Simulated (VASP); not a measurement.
A run of VASP 6.6.1:

File POSCAR:

```
Br
1.0
    4.5976000000      0.0000000000      0.0000000000
    0.0000000000      4.5976000000      0.0000000000
    0.0000000000      0.0000000000      4.5976000000
Br
3
Direct
    0.5000000000      0.0000000000      0.0000000000
    0.0000000000      0.5000000000      0.0000000000
    0.0000000000      0.0000000000      0.5000000000
```

The input INCAR.step1:

```
PREC = Accurate
ENCUT = 520
ISMEAR = -1
SIGMA = 0.3
LREAL = False
LASPH = True
NELM = 100
NBANDS = 18
GGA = PE
ALGO = Normal
EDIFF = 1E-4
LWAVE = True
LCHARG = False
```

The input INCAR.step2:

```
PREC = Accurate
ENCUT = 520
EDIFF = 1E-6
ISMEAR = -1
SIGMA = 0.3
LREAL = False
LASPH = True
NELM = 100
ALGO = Normal
ISIF = 2
LWAVE = False
LCHARG = True
METAGGA = R2SCAN
LMIXTAU = True
LELF = True
LVHAR = True
NBANDS = 18
ISTART = 1
```

Contents of KPOINTS:

```
Automatic mesh
0
Gamma
  5 5 5
```

Potentials or basis: VASP PAW PBE potentials, release 64 (Br).

Launch:

```console
$ cat potpaw_PBE.64/Br/POTCAR > POTCAR
$ cp INCAR.step1 INCAR
$ mpirun -np 1 vasp_std > vasp.out
$ cp INCAR.step2 INCAR
$ mpirun -np 1 vasp_std > vasp.out
```

Hardware: 1 thread of Intel(R) Xeon(R) Platinum 8488C (Sapphire Rapids), on a shared host.

Question: How long does it take, and how much memory?

Answer: It took 55 s on 1 thread of Intel(R) Xeon(R) Platinum 8488C (Sapphire Rapids), with other jobs on the host, peak memory 0.2 GiB. Counts: scf iterations 10, k points 10.
